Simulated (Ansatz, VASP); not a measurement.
## One calculation of BN, two programs

```
B N
1.0
     2.46617    0.00000    0.00000
    -1.23308    2.13576    0.00000
     0.00000    0.00000    3.96064
B N
2 2
Direct
  0.00000 0.00000 0.00000
  0.00000 0.00000 0.50000
  0.33333 0.66667 0.25000
  0.66667 0.33333 0.75000
```

Alike in both runs: task single point; functional r2SCAN; k mesh 9 × 9 × 6; no spin polarisation.

```csv
,VASP,Ansatz
version,VASP 6.6.1,Ansatz 0.2.0
potentials or method,"VASP PAW PBE potentials, release 64 (B, N)","plane waves, PAW"
plane-wave cutoff (eV),520,500
occupations,"gaussian, width 0.01 eV",fixed
valence electrons in the cell,16,16
```

Ansatz gave:

- gap on the k mesh at the Fermi level (eV): 2.06
- pressure (GPa): 12.6
- largest component of the traceless stress (GPa): 0.80

Problem. Estimate VASP's values.

Solution. gap on the k mesh at the Fermi level (eV): 2.05; pressure (GPa): 13.1; largest component of the traceless stress (GPa): 0.69.

Caveats: the PAW data sets were made with another functional, which shifts forces and pressure a little (VASP); an odd mesh through Γ misses points on the zone boundary, where band edges often lie. r2SCAN opens gaps a little over a GGA but as a rule still falls short of measured ones.
